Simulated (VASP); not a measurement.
A run of VASP 6.6.1:

INCAR

```
  PREC = Accurate
  ENCUT = 600
  EDIFF = 1E-7
  ISMEAR = 0
  SIGMA = 0.03
  LREAL = False
  LASPH = True
  NELM = 80
  ALGO = Normal
  ISIF = 3
  LWAVE = False
  LCHARG = False
  GGA = PS
  IBRION = 2
  NSW = 90
  EDIFFG = -0.005
  PSTRESS = 501.0
```

The input KPOINTS:

```
regular mesh
0
Gamma
  8 8 8
```

Contents of POSCAR:

```
SnSe                                    
1.0
    3.1886358721      0.0000000000      0.0000000000
   -0.0000000000      3.1886358721     -0.0000000000
   -0.0000000000     -0.0000000000      3.1886358721
  Sn              Se            
     1     1
Direct
     0.5000000000000000    0.5000000000000000    0.5000000000000000
     0.0000000000000000    0.0000000000000000    0.0000000000000000
```

Potentials or basis: VASP PAW PBE potentials, release 64 (Sn_d, Se).

The run is started by

```sh
$ cat potpaw_PBE.64/Sn_d/POTCAR potpaw_PBE.64/Se/POTCAR > POTCAR
$ mpirun -np 1 vasp_std > vasp.out
```

Hardware: 1 thread of Intel(R) Xeon(R) Platinum 8488C (Sapphire Rapids) (shared host).

**Question.** Estimate the wall time of this run.

**Answer.** It took 12 s on 1 thread of Intel(R) Xeon(R) Platinum 8488C (Sapphire Rapids), on a shared host, peak memory 0.17 GiB. Counts: scf iterations 12, k points 35, ion steps 1.
